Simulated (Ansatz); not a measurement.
Runs of Ansatz 0.2.0 on Hf. Symmetry: P6_3/mmc, No. 194, hexagonal system. The conventional cell has a = 3.197 Å, b = 3.197 Å, c = 5.058 Å, α = 90.00°, β = 90.00°, γ = 120.00°. Around Hf (site symmetry -6m2) lie 12 Hf at 3.13 to 3.20 Å. 

```csv
task,level,cell,cutoff (eV),smearing,gap on the mesh (eV),pressure (GPa),relaxed volume (Å³/atom)
single point,RPBE,as given,213,gaussian 0.02 eV,none,(a),-
single point,PBE,as given,213,gaussian 0.024 eV,none,0.6,-
relaxation of cell and atoms,BLYP+D3(BJ),relaxed,-,fermi-dirac 0.05 eV,-,0.0,21.32
single point,PBE,as given,213,gaussian 0.02 eV,none,0.6,-
relaxation of cell and atoms,BLYP,relaxed,-,fermi-dirac 0.05 eV,-,0.0,23.10
```

Alike in all rows: potentials or basis all-electron LAPW, scalar-relativistic; no spin polarisation; k mesh 10 × 10 × 5; basis error allowed 0.001 eV/atom.

Question: Estimate the missing entries.

Answer: (a) 3.5.

A k mesh can miss the band edges, and the runs leave out spin-orbit coupling on Hf.

A gap of «none» marks a metal or a gap under the smearing width.

Not every run made on this cell is shown here.
